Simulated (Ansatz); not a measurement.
VO2 under changes of volume

One of the cells (10.308 Å³/atom); the others are scaled copies at fixed shape and fractional positions:

```
CELL_PARAMETERS angstrom
4.50720 0.00000 0.00000
0.00000 4.50720 0.00000
0.00000 0.00000 3.04445
ATOMIC_POSITIONS crystal
V 0.50000 0.50000 0.50000
V 0.00000 0.00000 0.00000
O 0.20036 0.79964 0.50000
O 0.79964 0.20036 0.50000
O 0.70036 0.70036 0.00000
O 0.29964 0.29964 0.00000
```

The cell is a database's computed one.

```yaml
Program: Ansatz 0.2.0
Functional: PBE
Potentials_or_basis: Ansatz PAW polarizable
Cutoff: "420 eV (not typed: the program's choice for these potentials)"
k_mesh: 6 × 6 × 9
Occupations: fermi-dirac, width 0.05 eV
Spin: collinear spin, ferromagnetic start
Starting_moments: "[2.0, 2.0, 0.0, 0.0, 0.0, 0.0] μB"
```

| volume (Å³/atom) | energy over the lowest point (meV/atom) | pressure (GPa) | largest force (eV/Å) |
| --- | --- | --- | --- |
| 9.689 | 3.45 | 5.5 | 0.218 |
| 9.896 | 0.00 | 0.2 | 0.225 |
| 10.102 | 3.12 | -4.6 | 0.230 |
| 10.308 | 12.01 | -8.9 | 0.235 |
| 10.514 | 26.05 | -12.6 | 0.240 |
| 10.720 | ? | ? | ? |
| 10.926 | 67.41 | -19.0 | 0.247 |

Q: What does the run at 10.720 Å³/atom give?

A: Energy over the lowest point 44.67 meV/atom; pressure -16.0 GPa; largest force 0.244 eV/Å.

Worked out: A Birch-Murnaghan fit of order 3 (a polynomial in V^(-2/3)) to the other rows has its minimum at 9.90 Å³/atom with B0 = V·E''(V) = 243 GPa and B' = 4.6 at fixed shape and positions, which overstates the stiffness. It gives 44.69 meV/atom at 10.720 Å³/atom, against the run's 44.67, and -dE/dV = -16.1 GPa, against -16.0.

Energies are extrapolated to zero smearing.
